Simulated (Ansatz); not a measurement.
# Si8O: the cost of one run

Computed with Ansatz 0.2.0 (DFT PBE+D3(BJ), scalar-relativistic, plane waves, PAW, unless a step's input says otherwise).

## (1) Starting point

Symmetry: Pm, No. 6, monoclinic system. Conventional cell: a = 6.313 Å, b = 3.816 Å, c = 21.232 Å, α = 90.00°, β = 90.00°, γ = 90.00°. Around Si (site symmetry m) lie 3 Si at 2.34 to 2.36 Å. Around Si (site symmetry m) lie 4 Si at 2.34 to 2.36 Å. Around Si (site symmetry m) lie 4 Si at 2.29 to 2.36 Å. Si (site symmetry m) is surrounded by 1 O at 2.20 Å and 3 Si at 2.23 to 2.29 Å. Si (site symmetry m) has 3 Si at 2.23 to 2.29 Å as nearest neighbours. Only part of the 9 independent sites is listed.

As a file:

```xyz
9
Lattice="3.8155 0.0000 0.0000 0.0000 6.3129 0.0000 0.0000 0.0000 21.2319" Properties=species:S:1:pos:R:3 pbc="T T T"
Si    0.0000    5.9146    4.0000
Si    0.0000    3.5548    4.0000
Si    1.9078    2.7581    5.1014
Si    1.9078    0.3983    5.1014
Si    1.9078    5.8917    7.3178
Si    1.9078    3.5778    7.3178
Si    0.0000    2.6933    8.2319
Si    0.0000    0.4632    8.2319
O     0.0000    2.6933   10.4319
```

This is the geometry of the first run shown, built on a cell relaxed beforehand with the same method.

## (2) What is varied

Atoms count from 1 in the order of the input.

O is moved over the surface cell at a fixed height above a rigid substrate; the origin of the map has the adsorbate above Si7; the height is held at 2.20 Å.

- position of O9 along the first surface vector, from above Si7: 6 values from 0.000 to 0.833, periodic
- position of O9 along the second surface vector, from above Si7: 6 values from 0.000 to 0.833, periodic

Nothing else is relaxed. Points are written as (first, second).

The two vectors of the plane (Å): (3.816, 0.000, 0.000); (0.000, 6.313, 0.000).

## (3) Point (0/6, 0/6) of the map's two axes

A dipole layer in the vacuum cancels the field that periodic copies would set up if the slab's two faces differ.

input.yaml

```yaml
crystal:
  lattice:
    - [3.8155170162, 0.0, 0.0]
    - [0.0, 6.3129357571, 0.0]
    - [0.0, 0.0, 21.2318711493]
  atoms:
    - { symbol: Si, position: [0.0, 0.9369021391, 0.188396019] }
    - { symbol: Si, position: [0.0, 0.5630978609, 0.188396019] }
    - { symbol: Si, position: [0.5, 0.4369021391, 0.240272977] }
    - { symbol: Si, position: [0.5, 0.0630978609, 0.240272977] }
    - { symbol: Si, position: [0.5, 0.9332664458, 0.3446595289] }
    - { symbol: Si, position: [0.5, 0.5667335542, 0.3446595289] }
    - { symbol: Si, position: [0.0, 0.4266292824, 0.3877129383] }
    - { symbol: Si, position: [0.0, 0.0733707176, 0.3877129383] }
    - { symbol: O, position: [0.0, 0.4266292824, 0.4913307488], spin: 2.0 }
basis:
  ecutwfc: 420
kpoints:
  mp_grid: { grid: [7, 4, 1] }
hamiltonian:
  xc: pbe
  pseudopotentials: { kind: paw, azcp: { folder: soft_1 } }
  dispersion: d3bj
scf:
  occupations: { method: gaussian, width: 0.05 }
output:
  forces: true
  eigenvalues: true
  populations: true
magnetization:
  spin_polarized: true
efield:
  axis: 3
  dipole_correction: true
  ramp_width: 0.04
```

Command:

```sh
ansatz run input.yaml --threads 1 --pin off --max-ram 3072MiB --backend cpu --events-out ev --progress --plain --runs-dir out
```

What time and memory should one allow on 1 thread of Intel Xeon 6975P-C (Granite Rapids), shared host?

About 39 s, with a peak of 0.74 GiB.
